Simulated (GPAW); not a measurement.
Runs of GPAW 26.7.0 on FeO (Wuestite). The structure is cubic, space group Fm-3m (No. 225). The conventional cell has a = 4.311 Å, b = 4.311 Å, c = 4.311 Å, α = 90.00°, β = 90.00°, γ = 90.00°. Fe (site symmetry m-3m) is surrounded by 6 O at 2.16 Å. O (site symmetry m-3m) has 6 Fe at 2.16 Å as nearest neighbours. 

```csv
task,level,potentials or basis,U,cell,k mesh,smearing,eigensolver,optimizer,fmax,max steps,convergence,gap on the mesh (eV),pressure (GPa),moment (μB),relaxed volume (Å³/atom)
single point,PBE,"GPAW PAW data sets (gpaw-data 1.2.1), pw",-,as given,11 × 11 × 11,gaussian 0.027 eV,-,-,-,-,-,none,0.8,4.00,-
single point,PBE,"GPAW PAW data sets (gpaw-data 1.2.1), pw",-,as given,11 × 11 × 11,gaussian 0.02 eV,-,-,-,-,-,none,0.8,4.00,-
relaxation of cell and atoms,BLYP+D3(BJ),"PAW data sets generated in the run's folder for this functional, pw",-,relaxed,11 × 11 × 11,fermi-dirac 0.05 eV,davidson,LBFGS,0.05 eV/Å,100,density=1e-05 forces=0.0001,none,-0.8,4.00,-
relaxation of cell and atoms,LDA,"the program's PAW data sets (release 1.2.1) made for this functional, pw",-,relaxed,11 × 11 × 11,fermi-dirac 0.05 eV,-,LBFGS,0.02 eV/Å,60,density=1e-05 forces=0.0001,none,0.0,3.86,9.18
single point,PBE,"GPAW PAW data sets (gpaw-data 1.2.1), pw",-,as given,11 × 11 × 11,gaussian 0.018 eV,-,-,-,-,-,none,0.8,4.00,-
single point,PBE,"GPAW PAW data sets (gpaw-data 1.2.1), pw",-,as given,11 × 11 × 11,gaussian 0.023 eV,-,-,-,-,-,none,0.8,4.00,-
relaxation of cell and atoms,BLYP,"PAW data sets generated in the run's folder for this functional, pw",-,relaxed,11 × 11 × 11,fermi-dirac 0.05 eV,davidson,FIRE,0.05 eV/Å,100,density=1e-05 forces=0.0001,none,0.6,4.00,-
relaxation of cell and atoms,BLYP+D4,"PAW data sets generated in the run's folder for this functional, pw",-,relaxed,11 × 11 × 11,fermi-dirac 0.05 eV,davidson,FIRE,0.02 eV/Å,60,density=1e-05 forces=0.0001,none,-0.3,4.00,9.89
relaxation of cell and atoms,RPBE,"the program's PAW data sets (release 1.2.1) made for this functional, pw",-,relaxed,11 × 11 × 11,fermi-dirac 0.05 eV,-,FIRE,0.02 eV/Å,40,density=1e-05 forces=0.0001,none,-0.1,4.00,10.38
band structure,r2SCAN,"GPAW PAW data sets (gpaw-data 1.2.1), pw",-,as given,9 × 9 × 9,fermi-dirac 0.05 eV,-,-,-,-,-,-,-4.8,4.00,-
band structure,PBEsol+U,"PAW data sets generated in the run's folder for this functional, pw",Fe d U = 4 eV,as given,11 × 11 × 11,fermi-dirac 0.05 eV,-,-,-,-,-,-,(b),(a),-
```

Alike in all rows: spin collinear, ferromagnetic start; cutoff (eV) 800.

Task: Fill in the values left out.

Result: (a) 4.02; (b) -5.3.

Caveats: a cell with one magnetic atom can't hold antiferromagnetic order, which such compounds often take; semilocal functionals often make such compounds metallic where correlation or magnetic order opens a gap, which also shifts bond lengths (some runs); each step starts from the last one's moments, so a moment once lost doesn't come back (some runs); later steps reuse the first step's grids (some runs); pairwise dispersion overbinds metals, which lowers pressure and volume (some runs); the PAW data sets were made with another functional, which shifts forces and pressure a little (some runs).

A k mesh can miss the band edges.

A gap of «none» marks a metal or a gap under the smearing width.

Not every run made on this cell is shown here.
